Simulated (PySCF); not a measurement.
Molecules (atom-mapped SMILES):
1. `[CH3:1][C:2]([CH3:3])([CH3:4])[OH:5]`
2. `[CH:1]#[O+:2]`
3. `[CH3:1][CH2:2][C@H:3]([CH3:4])[OH:5]`
4. `[CH3:1][CH2:2][CH2:3][O:4][CH3:5]`
5. `[CH:1]#[C:2][CH2:3][CH:4]([F:5])[F:6]`

Couplings at B3LYP/pcJ-1, PySCF 2.14, geometries PBE0-D3(BJ)/def2-SVP, gas phase, one conformer each, non-relativistic. The small spin–dipole term is missing from some H,H and C,H values.

Order these C–H bonds by ¹J(C,H), smallest first (hydrogens on one carbon that are equivalent are averaged).
A. molecule 5, H on C4
B. molecule 3, H on C3
C. molecule 1, H on C1
D. molecule 4, H on C5
E. molecule 2, H on C1

## Answers

C (132 Hz, methyl carbon), B (140 Hz, sp3 CH bonded to O), D (144 Hz, methyl carbon bonded to O), A (192 Hz, sp3 CH bonded to 2 F), E (398 Hz, acylium carbon).

One-bond C–H couplings grow with the s character of the carbon hybrid and with electronegative substituents on the carbon.
